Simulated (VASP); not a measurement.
# GaN, self-consistent run: which settings are enough?

GaN, P3m1 (no. 156), 4 atoms in the cell. AM05; PAW potentials Ga_d, N (PBE set). VASP 6.6.1. The cell is changed on purpose: last atom moved by 0.04 Å along z, cell strained by -1.0% along z.

Wanted: energy within 2 meV/atom; forces within 0.01 eV/Å.

What the run is for: forces; Accuracy asked: standard.

POSCAR:
```
GaN
1.0
    3.1800000000      0.0000000000      0.0000000000
   -1.5900000000      2.7539607840      0.0000000000
    0.0000000000      0.0000000000      5.1143400000
Ga N
2 2
Direct
    0.6666666700      0.3333333300      0.5000000000
    0.3333333300      0.6666666700      0.0000000000
    0.6666666700      0.3333333300      0.8750000000
    0.3333333300      0.6666666700      0.3827429300
```

The series start from Plane-wave cutoff (eV): 520; k-point mesh: 8 × 8 × 5; Precision mode (PREC): Accurate; Electronic threshold (eV): 1e-6; Bands in all (NBANDS): 30; Aspherical gradient terms in the spheres (LASPH): yes; Electronic algorithm: ALGO=Normal; Support grid and gradient cutoff: ADDGRID=False GGA_COMPAT=False; Placing of the Fermi level (EFERMI): EFERMI=MIDGAP. Each series keeps the choices made before it, and each single choice may use up half of a tolerance.

## Plane-wave cutoff (eV)

| Plane-wave cutoff (eV) | Energy less reference (meV/atom) | Forces, largest deviation (eV/Å) | SCF iterations | Time (s) |
|---|---|---|---|---|
| 320 | 5.4 | 0.027 | 14 | 32 |
| 400 | 4.1 | 0.006 | 14 | 37 |
| 460 | 2.7 | 0.002 | 14 | 36 |
| 520 | 3.9 | 0.000 | 14 | 48 |
| 600 | 2.9 | 0.000 | 14 | 61 |
| 700 | 1.0 | 0.000 | 14 | 72 |
| 840 (reference) | 0.0 | 0.000 | 14 | 102 |

Chosen: 840; the next looser run is off by more than half of the tolerance, so convergence isn't shown beyond this value.

## k-point mesh

| k-point mesh | Energy less reference (meV/atom) | Forces, largest deviation (eV/Å) | SCF iterations | Time (s) |
|---|---|---|---|---|
| 3 × 3 × 2 | 74.6 | 0.027 | 13 | 23 |
| 4 × 4 × 2 | 16.3 | 0.007 | 14 | 27 |
| 4 × 4 × 3 | 16.5 | 0.005 | 15 | 35 |
| 5 × 5 × 3 | 4.6 | 0.002 | 14 | 41 |
| 7 × 7 × 4 | 0.3 | 0.000 | 14 | 71 |
| 8 × 8 × 5 | 0.1 | 0.000 | 14 | 102 |
| 10 × 10 × 6 | 0.0 | 0.000 | 14 | 154 |
| 13 × 13 × 7 | 0.0 | 0.000 | 14 | 298 |
| 16 × 16 × 9 (reference) | 0.0 | 0.000 | 14 | 552 |

Chosen: 7 × 7 × 4, the loosest value from which every tighter one stays within half of the tolerance.

## Precision mode (PREC)

| Precision mode (PREC) | Energy less reference (meV/atom) | Forces, largest deviation (eV/Å) | SCF iterations | Time (s) |
|---|---|---|---|---|
| Low | 0.4 | 0.006 | 14 | 52 |
| SingleN | 0.4 | 0.006 | 14 | 46 |
| Normal | 0.0 | 0.000 | 14 | 43 |
| Accurate (reference) | 0.0 | 0.000 | 14 | 71 |

Chosen: Normal.

## Electronic threshold (eV)

| Electronic threshold (eV) | Energy less reference (meV/atom) | Forces, largest deviation (eV/Å) | SCF iterations | Time (s) |
|---|---|---|---|---|
| 0.001 | 0.0 | 0.002 | 10 | 32 |
| 0.0001 | 0.0 | 0.001 | 11 | 37 |
| 1e-5 | 0.0 | 0.001 | 12 | 40 |
| 1e-6 | 0.0 | 0.000 | 14 | 43 |
| 1e-7 | 0.0 | 0.000 | 16 | 52 |
| 1e-8 (reference) | 0.0 | 0.000 | 17 | 49 |

Chosen: 0.001.

## Bands in all (NBANDS)

| Bands in all (NBANDS) | Energy less reference (meV/atom) | Forces, largest deviation (eV/Å) | SCF iterations | Time (s) |
|---|---|---|---|---|
| 19 | 0.1 | 0.002 | 10 | 22 |
| 20 | 0.0 | 0.001 | 10 | 22 |
| 22 | 0.0 | 0.003 | 11 | 25 |
| 24 | 0.0 | 0.002 | 10 | 24 |
| 30 | 0.0 | 0.001 | 10 | 32 |
| 42 (reference) | 0.0 | 0.000 | 11 | 41 |

Chosen: 19.

## Aspherical gradient terms in the spheres (LASPH)

| Aspherical gradient terms in the spheres (LASPH) | Energy less reference (meV/atom) | Forces, largest deviation (eV/Å) | SCF iterations | Time (s) |
|---|---|---|---|---|
| no | -0.4 | 0.002 | 10 | 15 |
| yes (reference) | 0.0 | 0.000 | 10 | 22 |

Chosen: no.

## Electronic algorithm

| Electronic algorithm | Energy less reference (meV/atom) | Forces, largest deviation (eV/Å) | SCF iterations | Time (s) |
|---|---|---|---|---|
| ALGO=Normal | 0.0 | 0.000 | 10 | 15 |
| ALGO=Fast | 0.0 | 0.002 | 14 | 19 |
| ALGO=VeryFast | no result | no result | 120 | 104 |
| ALGO=All ISEARCH=1 | 0.0 | 0.011 | 13 | 17 |
| ALGO=All ISEARCH=0 | 0.0 | 0.011 | 13 | 16 |
| ALGO=Damped TIME=0.4 | 0.0 | 0.002 | 19 | 20 |
| ALGO=Damped TIME=0.1 | 0.2 | 0.011 | 31 | 30 |

Chosen: ALGO=Normal; no other choice that stays within half of the tolerance saves 30 % of the time.

## Support grid and gradient cutoff

| Support grid and gradient cutoff | Energy less reference (meV/atom) | Forces, largest deviation (eV/Å) | SCF iterations | Time (s) |
|---|---|---|---|---|
| ADDGRID=False GGA_COMPAT=False | 0.0 | 0.000 | 10 | 15 |
| ADDGRID=True GGA_COMPAT=False | 0.0 | 0.000 | 10 | 19 |
| ADDGRID=False GGA_COMPAT=True | 0.0 | 0.000 | 10 | 16 |

Chosen: ADDGRID=False GGA_COMPAT=False.

## Placing of the Fermi level (EFERMI)

| Placing of the Fermi level (EFERMI) | Energy less reference (meV/atom) | Forces, largest deviation (eV/Å) | SCF iterations | Time (s) |
|---|---|---|---|---|
| EFERMI=MIDGAP | 0.0 | 0.000 | 10 | 15 |
| EFERMI=LEGACY | 0.0 | 0.000 | 10 | 19 |

Chosen: EFERMI=MIDGAP.

## All choices together

| Input | Energy less reference (meV/atom) | Forces, largest deviation (eV/Å) | Time (s) |
|---|---|---|---|
| the program's defaults (naive) | 8.0 | 0.006 | 4.8 |
| chosen settings | 0.0 | 0.003 | 15 |
| reference settings throughout | 0.0 | 0.000 | 731 |

The chosen settings stay within the tolerance of the reference run, but the reference itself isn't shown to be converged in: Plane-wave cutoff (eV).

## The input

INCAR:
```
GGA = AM
ISMEAR = 0
SIGMA = 0.03
LWAVE = False
LCHARG = False
ISIF = 2
PREC = Normal
LASPH = False
LREAL = False
ALGO = Normal
EDIFF = 0.001
NELM = 120
GGA_COMPAT = False
ENCUT = 840
EFERMI = MIDGAP
NBANDS = 19
ADDGRID = False
```

KPOINTS:
```
Automatic mesh
0
Gamma
  7 7 4
  0 0 0
```

Commands:
```
cat potpaw_PBE.64/Ga_d/POTCAR potpaw_PBE.64/N/POTCAR > POTCAR
mpirun -np 1 vasp_std > vasp.out
```

The chosen input took VASP 6.6.1 15 s on 1 core (Intel Xeon Platinum 8259CL @ 2.50GHz (Skylake/Cascade Lake)), a shared host.

## An input that fails: cutoff far too low

It runs to its end, but against the unchanged starting input it is off by 41.6 meV/atom in the energy, 0.060 eV/Å in the forces.

Changes against the starting input:
```
- NELM = 120
- ENCUT = 520
+ NELM = 92
+ ENCUT = 220
```
